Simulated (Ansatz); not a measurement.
# CuI: the cost of one run

Computed with Ansatz 0.2.0 (plane waves, PAW, unless a step's input says otherwise).

3 further runs of the same task are left out: 3 that didn't finish. Runs told in other sessions of the task aren't counted.

## 1. The starting structure

Symmetry: Pm-3m, No. 221, cubic system. Conventional cell: a = 3.661 Å, b = 3.661 Å, c = 3.661 Å, α = 90.00°, β = 90.00°, γ = 90.00°. Cu (site symmetry m-3m) is surrounded by 8 I at 3.17 Å. I (site symmetry m-3m) has 8 Cu at 3.17 Å in its first shell of neighbours.

Structure file:

```
CELL_PARAMETERS angstrom
3.66139 0.00000 0.00000
0.00000 3.66139 0.00000
0.00000 0.00000 3.66139
ATOMIC_POSITIONS crystal
Cu 0.00000 0.00000 0.00000
I 0.50000 0.50000 0.50000
```

Cell and atoms come from an earlier r2SCAN relaxation. No spin polarisation is used; should the compound be magnetic, its bands and low-energy spectrum would differ. No run includes spin-orbit coupling, which matters for I.

## 2. PBE, anion s p, 4×4×4

The input, input.yaml:

```yaml
crystal:
  lattice:
    - [3.6613896582, 0.0, 0.0]
    - [0.0, 3.6613896582, 0.0]
    - [0.0, 0.0, 3.6613896582]
  atoms:
    - { symbol: Cu, position: [0.0, 0.0, 0.0] }
    - { symbol: I, position: [0.5, 0.5, 0.5] }
kpoints:
  mp_grid: { grid: [6, 6, 6] }
  band_path:
    path:
      - [[0.0, 0.0, 0.0], [0.0, 0.5, 8.766844122745e-36], [0.5, 0.5, 8.766844122745e-36], [0.0, 0.0, 0.0], [0.5, 0.5, 0.5], [0.0, 0.5, 8.766844122745e-36]]
      - [[0.5, 0.5, 0.5], [0.5, 0.5, 8.766844122745e-36]]
    npoints: 10
hamiltonian:
  xc: pbe
scf:
  occupations: { method: fermi_dirac, width: 0.02 }
  n_extra_bands: 6
output:
  forces: false
  stress: false
  eigenvalues: true
  wannier:
    kmesh: [4, 4, 4]
    projections: [{ species: I, l: s, shell: 5 }, { species: I, l: p, shell: 5 }]
    minimise: true
    write_hr: true
    conv_tol: 1.0e-08
    max_iter: 3000
  write_density: true
  write_potential: true
  elf: true
  volumetric_format: npy
```

Launch:

```bash
> ansatz run input.yaml --threads 4 --pin off --max-ram 3686MiB --backend cpu --events-out ev --progress --plain --runs-dir out
```

What time and memory should one allow on 4 threads of Arm Neoverse V2, shared host?

About 1.6 s, with a peak of 0.32 GiB.
